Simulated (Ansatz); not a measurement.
# Mo (P-1) in Ansatz: convergence with wavefunction cutoff

Aim: find how far wavefunction cutoff must go before the results for Mo settle, at PBE. This setting moves, with any that are tied to it; all else stays.

Program: Ansatz 0.2.0. These are calculated values, not measurements. Logs are shortened: lines on timing, memory, paths and dates and some standing lists are left out, and cuts for length are marked.

### 1 The cell of the first run

The typed cell holds 1 atom: a = 2.754 Å, b = 2.720 Å, c = 2.713 Å, α = 107.33°, β = 109.72°, γ = 110.01°.

The cell isn't the ideal one: cell strained at random at fixed volume.

### 2 With wavefunction cutoff 200 eV

input.yaml

```yaml
crystal:
  lattice:
    - [-1.594389, 1.591296, 1.584536]
    - [1.612386, -1.54306, 1.554296]
    - [1.606588, 1.555258, -1.536299]
  atoms:
    - { symbol: Mo, position: [-0.004893, -0.028505, -0.027978] }
hamiltonian:
  xc: pbe
  pseudopotentials: { kind: paw }
kpoints:
  mp_grid: { grid: [8, 8, 8] }
scf:
  occupations: { method: cold, width: 0.1 }
output:
  forces: true
  stress: true
  eigenvalues: true
basis:
  ecutwfc: "200 eV"
```

Potentials or basis: Ansatz PAW.

Run with:

```console
$ ansatz run input.yaml --threads 2 --pin off --max-ram 5632MiB --backend cpu --events-out ev --progress --plain --runs-dir out
```

What it wrote:

```text
Warning: basis.ecutwfc = 200 eV is below the records' recommended 420 eV, and the density's cutoff is lower with it unless basis.ecutrho_ratio is high enough to keep the records' density cutoff: compare with a run at a higher cutoff
Warning: RAYON_NUM_THREADS=2 ignored (pool sized by the plan → 2); use --threads N
Engine: ansatz 0.2.0, x86_64-unknown-linux-gnu
Pseudopotentials: kind: paw
Pseudopotential: Mo, paw, valence charge 14, recommended cutoff 420 eV (normal), Mo.paw.azcp
Functional definition: PBE
  parameter kappa = 0.804
  parameter beta = 0.06672455060314922
  exchange = pbe_x(kappa = kappa, mu = beta*pi^2/3)
  correlation = pbe_c(beta = beta)
Crystal: 1 atoms, lattice volume = 15.892 Å³
Basis set: ecut = 200 eV, 87 PW (Γ), exchange–correlation on 30×30×30 points (8 copies of the dense FFT grid, shifted against one another)
Bands: 11, of which v1, the nominal top of the filled ones, is band 7 counted from 1 (6 counted from 0)
Symmetry: 2 space group operations
Space group: P-1 (ITA 2), of the structure as read, at distance tolerance 2.5e-5 Å
k-points: 260 of 512
Non-local potential: Mo, projectors of the file, l = 0: 3, l = 1: 2, l = 2: 2, l = 3: 1
PAW form: soft (Blöchl's): semilocal exchange-correlation on the pseudo side does not see the compensation charge
PAW one-centre angular grid: Mo, 590 points (default); XC on 64 Gauss nodes
Initial density: superposition of atomic densities (neutral atoms: chi_scale 0, normalization atom), corrected by the library's trained network
Initial wavefunctions: pseudopotential atomic-orbital guess
Functional: x = pbe(κ = 0.804, μ = 0.2195149727645171), c = pbe(β = 0.06672455060314922)
SCF iter   1: F=—  HF=-4952.487086 eV  |F-HF|=—  |Δ(HF+E_count)|=         —  Δρ=7.10e-2  dr2=4.23e-1  ethr=1.77e-3  ⟨swp⟩=5.0  Hψ=15016  notcnv=0
preconditioner: auto → none  [metal: Δε(μ)=0.030 eV  Ē_g=8.343 eV  σ=0.100 eV  W_gap=0.21  n_scr=0 (ndim 8)  ℏωp=22.8 eV  f_vac=0.000  D(μ)=0.52/eV (n_scr^D=0)]
SCF iter   2: F=—  HF=-4952.302738 eV  |F-HF|=—  |Δ(HF+E_count)|=   1.84e-1  S|Δr|=    0.00e0  Δρ=2.57e-2  dr2=3.00e-2  ethr=1.77e-3  ⟨swp⟩=2.9  Hψ=7737  notcnv=0  defer=16
SCF iter   3: F=—  HF=-4952.298742 eV  |F-HF|=—  |Δ(HF+E_count)|=   4.00e-3  S|Δr|=    0.00e0  Δρ=9.86e-3  dr2=4.35e-3  ethr=2.14e-4  ⟨swp⟩=1.0  Hψ=2844  notcnv=0  defer=16
SCF iter   4: F=—  HF=-4952.298468 eV  |F-HF|=—  |Δ(HF+E_count)|=   2.74e-4  S|Δr|=    0.00e0  Δρ=3.77e-4  dr2=8.12e-6  ethr=3.11e-5  ⟨swp⟩=1.0  Hψ=2896  notcnv=0  defer=16
SCF iter   5: F=—  HF=-4952.298475 eV  |F-HF|=—  |Δ(HF+E_count)|=   7.22e-6  S|Δr|=    0.00e0  Δρ=4.17e-5  dr2=2.14e-7  ethr=5.80e-8  ⟨swp⟩=2.3  Hψ=4615  notcnv=0  defer=16
SCF iter   6: F=-4952.298475 eV  HF=-4952.298475 eV  |F-HF|=1.04e-9  |Δ(HF+E_count)|=   7.70e-8  S|Δr|=    0.00e0  Δρ=4.95e-6  dr2=2.19e-9  ethr=7.14e-10  ⟨swp⟩=4.3  Hψ=8603  notcnv=0
SCF 1 converged in 6 iterations: F = -4952.298475 eV  dr2 = 2.19e-9
SCF converged after 6 iterations
Stability not checked: this state was not tested for a lower state beside it, because cold or Methfessel-Paxton smearing, or corrected tetrahedra, fill the levels in a way that the test cannot read (fill_not_monotonic; see scf.lower_state_search)
Free energy (F): -4952.298475 eV
Harris-Foulkes:  -4952.298475 eV  (|F-HF|=1.04e-9)
Internal energy: -4952.298970 eV  (E = F + TS)
E sigma→0 (E₀):  -4952.298640 eV
Entropy (-TS):   0.000495 eV (0.495 meV/atom)
Fermi energy:    20.706984 eV
Step filling:    the computed levels leave a gap of 0.0166 eV = 0.2 smearing widths at the electron count; against every level under it full and every level over it empty, smearing changes F+E_penalty+E_count by +0.440 meV and its σ→0 estimate by +0.275 meV
--- Per-component energies (eV) ---
  E_band       = -65.031091
  E_kinetic    = 441.875688
  E_local      = -781.249342  (includes V_loc(G=0)·N_el)
  E_nonlocal   = 135.273412
  E_hartree    = 254.342230
  E_xc         = -183.728422
  E_vxc        = -229.413966  (∫ρ·V_xc dr)
  E_paw        = -3197.733469  (= ΣΔE_a)
  E_vpaw       = -140.201096  (= ΣTr[D̂ρ^β])
  E_aug_tail   = 0.000328  (compensation charges beyond the density's cutoff)
  E_ewald      = -1621.079395
  E_smearing   = 0.000495  (= −TS)
  E_closure    = -0.000000  (closes the sum)
  Σ components = -4952.298475   (vs F -4952.298475, Δ=0.00e0)
--- Forces (eV/Å), atoms counted from 1 ---
  atom   1  Mo     0.00000000     0.00000000     0.00000000
  max |Σ_I F_I| component: 0.00e0 eV/Å
--- Stress (GPa, compression-positive) ---
        2.097387      -0.835895      -0.364055
       -0.835895       8.420444      -1.023504
       -0.364055      -1.023504       9.648039
  P = ⅓ Tr σ = 6.7220 GPa (67.220 kbar)
--- Band table (eV; the first three rows and the last of 260) ---
  k-point 0: bands = ["-41.6473", "-14.2247", "-14.1988", "-14.1614", "13.5799", "19.5339", "19.9298", "20.2111", "22.4223", "22.8391", "35.4125"]
  k-point 1: bands = ["-41.6274", "-14.6607", "-14.3776", "-14.2136", "14.2101", "19.2828", "19.5435", "20.3177", "22.0128", "22.6467", "35.9788"]
  k-point 2: bands = ["-41.5560", "-15.1559", "-14.6374", "-14.2877", "15.5105", "18.5463", "19.2498", "21.8357", "21.9874", "22.6351", "35.6655"]
  k-point 259: bands = ["-41.2868", "-15.5710", "-15.4487", "-15.4318", "15.3678", "15.3793", "24.0616", "24.5175", "24.5627", "29.3907", "29.8613"]
```

Run time: 2.3 s. Hardware: 2 threads of Intel Xeon at 2.50GHz (Skylake/Cascade Lake), shared host; peak memory 0.29 GiB.

What came out:

- Free energy: -4952.2985 eV
- Pressure: 6.7 GPa
- Band gap on the k mesh: none (metal or under the smearing width)

### 3 With wavefunction cutoff 250 eV

Edit input.yaml of step 2 so:

```diff
@@ -19,2 +19,2 @@
 basis:
-  ecutwfc: "200 eV"
+  ecutwfc: "250 eV"
```

Potentials or basis: Ansatz PAW.

Run with:

```console
$ ansatz run input.yaml --threads 2 --pin off --max-ram 5632MiB --backend cpu --events-out ev --progress --plain --runs-dir out
```

Wall time 2.7 s (2 threads of Intel Xeon at 2.50GHz (Skylake/Cascade Lake), shared host); peak memory 0.3 GiB.

What came out:

```
Free energy            : -4955.4805 eV
Pressure               : -0.1 GPa
Band gap on the k mesh : none (metal or under the smearing width)
```

### 4 With wavefunction cutoff 300 eV

Edit input.yaml of step 3 so:

```diff
@@ -19,2 +19,2 @@
 basis:
-  ecutwfc: "250 eV"
+  ecutwfc: "300 eV"
```

Run with:

```console
$ ansatz run input.yaml --threads 2 --pin off --max-ram 5632MiB --backend cpu --events-out ev --progress --plain --runs-dir out
```

Wall time 2.5 s (2 threads of Intel Xeon at 2.50GHz (Skylake/Cascade Lake), shared host); peak memory 0.31 GiB.

Results:

| Quantity | Value |
| --- | --- |
| Free energy | -4955.9390 eV |
| Pressure | -1.0 GPa |
| Band gap on the k mesh | none (metal or under the smearing width) |

### 5 With wavefunction cutoff 350 eV

Edit input.yaml of step 4 so:

```diff
@@ -19,2 +19,2 @@
 basis:
-  ecutwfc: "300 eV"
+  ecutwfc: "350 eV"
```

Run with:

```console
$ ansatz run input.yaml --threads 2 --pin off --max-ram 5632MiB --backend cpu --events-out ev --progress --plain --runs-dir out
```

Wall time 3.2 s (2 threads of Intel Xeon at 2.50GHz (Skylake/Cascade Lake), shared host); peak memory 0.32 GiB.

Results:

- Free energy: -4955.9875 eV
- Pressure: -1.0 GPa
- Band gap on the k mesh: none (metal or under the smearing width)

### 6 With wavefunction cutoff 400 eV

Edit input.yaml of step 5 so:

```diff
@@ -19,2 +19,2 @@
 basis:
-  ecutwfc: "350 eV"
+  ecutwfc: "400 eV"
```

Potentials or basis: Ansatz PAW.

Run with:

```console
$ ansatz run input.yaml --threads 2 --pin off --max-ram 5632MiB --backend cpu --events-out ev --progress --plain --runs-dir out
```

Wall time 3.5 s (2 threads of Intel Xeon at 2.50GHz (Skylake/Cascade Lake), shared host); peak memory 0.33 GiB.

The run converged. Its results:

* Free energy: -4955.9903 eV
* Pressure: -1.0 GPa
* Band gap on the k mesh: none (metal or under the smearing width)

### 7 With wavefunction cutoff 450 eV

Edit input.yaml of step 6 so:

```diff
@@ -19,2 +19,2 @@
 basis:
-  ecutwfc: "400 eV"
+  ecutwfc: "450 eV"
```

Run with:

```console
$ ansatz run input.yaml --threads 2 --pin off --max-ram 5632MiB --backend cpu --events-out ev --progress --plain --runs-dir out
```

It took 4.2 s on 2 threads of Intel Xeon at 2.50GHz (Skylake/Cascade Lake), shared host; peak memory 0.34 GiB.

It converged, with:

| Property | Result |
| --- | --- |
| Free energy | -4955.9911 eV |
| Pressure | -1.0 GPa |
| Band gap on the k mesh | none (metal or under the smearing width) |

### 8 With wavefunction cutoff 500 eV

Edit input.yaml of step 7 so:

```diff
@@ -19,2 +19,2 @@
 basis:
-  ecutwfc: "450 eV"
+  ecutwfc: "500 eV"
```

Run with:

```console
$ ansatz run input.yaml --threads 2 --pin off --max-ram 5632MiB --backend cpu --events-out ev --progress --plain --runs-dir out
```

Wall time 4.2 s (2 threads of Intel Xeon at 2.50GHz (Skylake/Cascade Lake), shared host); peak memory 0.35 GiB.

The run converged. Its results:

| Item | Value |
| --- | --- |
| Free energy | -4955.9916 eV |
| Pressure | -1.0 GPa |
| Band gap on the k mesh | none (metal or under the smearing width) |

### 9 With wavefunction cutoff 600 eV

Edit input.yaml of step 8 so:

```diff
@@ -19,2 +19,2 @@
 basis:
-  ecutwfc: "500 eV"
+  ecutwfc: "600 eV"
```

Potentials or basis: Ansatz PAW.

Run with:

```console
$ ansatz run input.yaml --threads 2 --pin off --max-ram 5632MiB --backend cpu --events-out ev --progress --plain --runs-dir out
```

Wall time 4.8 s (2 threads of Intel Xeon at 2.50GHz (Skylake/Cascade Lake), shared host); peak memory 0.37 GiB.

Results (log left out):

```
Free energy            : -4955.9918 eV
Pressure               : -1.0 GPa
Band gap on the k mesh : none (metal or under the smearing width)
```

### 10 With wavefunction cutoff 800 eV

Edit input.yaml of step 9 so:

```diff
@@ -19,2 +19,2 @@
 basis:
-  ecutwfc: "600 eV"
+  ecutwfc: "800 eV"
```

Run with:

```console
$ ansatz run input.yaml --threads 2 --pin off --max-ram 5632MiB --backend cpu --events-out ev --progress --plain --runs-dir out
```

Run time: 6.4 s. Hardware: 2 threads of Intel Xeon at 2.50GHz (Skylake/Cascade Lake), shared host; peak memory 0.41 GiB.

The run converged. Its results:

```yaml
Free_energy: -4955.9918 eV
Pressure: -1.0 GPa
Band_gap_on_the_k_mesh: none (metal or under the smearing width)
```

### 11 The series at a glance

| wavefunction cutoff | energy less the tightest run, at zero smearing (meV/atom) | pressure (GPa) | SCF cycles | CPU time (s) | peak memory (GiB) |
| --- | --- | --- | --- | --- | --- |
| 200 eV | 3693.27 | 6.72 | 6 | 3.6 | 0.29 |
| 250 eV | 511.24 | -0.11 | 6 | 4.4 | 0.3 |
| 300 eV | 52.80 | -1.00 | 5 | 4.2 | 0.31 |
| 350 eV | 4.37 | -0.97 | 5 | 4.6 | 0.32 |
| 400 eV | 1.49 | -0.97 | 5 | 5.4 | 0.33 |
| 450 eV | 0.69 | -0.98 | 5 | 5.9 | 0.34 |
| 500 eV | 0.21 | -0.99 | 5 | 6.7 | 0.35 |
| 600 eV | 0.05 | -0.99 | 5 | 8.2 | 0.37 |
| 800 eV | 0.00 | -0.99 | 5 | 11 | 0.41 |

Against the tightest run, the energy stays within 1 meV/atom from 450 eV on; the pressure stays within 0.1 GPa from 300 eV on. The tightest run that finished is the yardstick and may itself not be fully converged.
